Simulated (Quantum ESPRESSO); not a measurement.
## Cu: changing the choice of potentials or basis

```cif
data_structure
_symmetry_space_group_name_H-M 'P 1'
_symmetry_Int_Tables_number 1
_cell_length_a 2.5562
_cell_length_b 2.5562
_cell_length_c 2.5562
_cell_angle_alpha 60.000
_cell_angle_beta 60.000
_cell_angle_gamma 60.000
_cell_volume 11.81
loop_
_atom_site_label
_atom_site_type_symbol
_atom_site_fract_x
_atom_site_fract_y
_atom_site_fract_z
_atom_site_occupancy
Cu1 Cu 0.00000 0.00000 0.00000 1
```

Kept alike: task band structure; functional PBE; k mesh 13 × 13 × 13; occupations fermi-dirac, width 0.05 eV; no spin polarisation. Program: Quantum ESPRESSO. Cutoffs run from 735 to 1252 eV. The mesh is that of the run's cell of 1 atom. No spin-orbit coupling.

```csv
choice of potentials or basis,pressure (GPa)
Ansatz NC SR PBE,1.61
GBRV 1.5 PBE,1.60
JTH 2.0 PBE,4.82
SG15 PBE 1.2,1.90
SSSP 1.3 efficiency PBE,1.22
```

Pressure is positive in compression; the values hold the error of the finite cutoff, so their zero can differ a little from the energy's minimum. For a metal such a mesh leaves the last digits unconverged.

Task: What does the choice of potentials or basis change here?

Result: The pressure runs from 1.22 (SSSP 1.3 efficiency PBE) to 4.82 GPa (JTH 2.0 PBE).
